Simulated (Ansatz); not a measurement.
Tl:

```xyz
2
Lattice="3.4560 0.0000 0.0000 -1.7280 2.9930 0.0000 0.0000 0.0000 5.5250" Properties=species:S:1:pos:R:3 pbc="T T T"
Tl    1.7280    0.9977    4.1438
Tl    0.0000    1.9953    1.3813
```

Base run:

* Program: Ansatz 0.2.0
* Functional: BLYP
* Potentials or basis: Ansatz PAW
* Cutoff: 420 eV (not typed: the program's choice for these potentials)
* k mesh: 9 × 9 × 5
* Occupations: fermi-dirac, width 0.05 eV
* Spin: no spin polarisation

Its results: band gap on the k mesh none (metal or under the smearing width); pressure 7.2 GPa.

Problem. The run is repeated on the same cell with these changes: functional from BLYP to RPBE. What comes out?

Solution. Band gap on the k mesh none (metal or under the smearing width); pressure 5.4 GPa.

Caveats: spin-orbit coupling is left out, which moves the levels of the heavy elements; the PAW data sets come from PBE, with cores solved anew for the run's functional, which leaves a small shift of forces and pressure.
